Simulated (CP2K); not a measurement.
Crystal: Tc.

```
CELL_PARAMETERS angstrom
2.74000 0.00000 0.00000
-1.37000 2.37291 0.00000
0.00000 0.00000 4.39800
ATOMIC_POSITIONS crystal
Tc 0.66667 0.33333 0.75000
Tc 0.33333 0.66667 0.25000
```

Base run:

```yaml
Program: CP2K 2026.2
Functional: MS2
Potentials_or_basis: POTENTIAL_UZH Tc GTH-PBE-q15; TZVP-MOLOPT-PBE-GTH basis
Density_cutoff: 9184 eV
k_mesh: 11 × 11 × 6
Occupations: fermi-dirac, width 0.05 eV
Spin: no spin polarisation
```

Its results: band gap on the k mesh none (metal or under the smearing width); pressure 0.4 GPa.

Task: After a change of settings the same cell gave: band gap on the k mesh none (metal or under the smearing width); pressure 9.1 GPa. Which change was it?
A. functional from MS2 to BEEF-vdW
B. functional from MS2 to optB88-vdW
C. functional from MS2 to PBE
D. functional from MS2 to AM05

Result: A.

Caveats: the potentials were made for another functional, which shifts forces and pressure; the basis of atomic orbitals isn't converged, which shifts pressures, moduli and gaps.
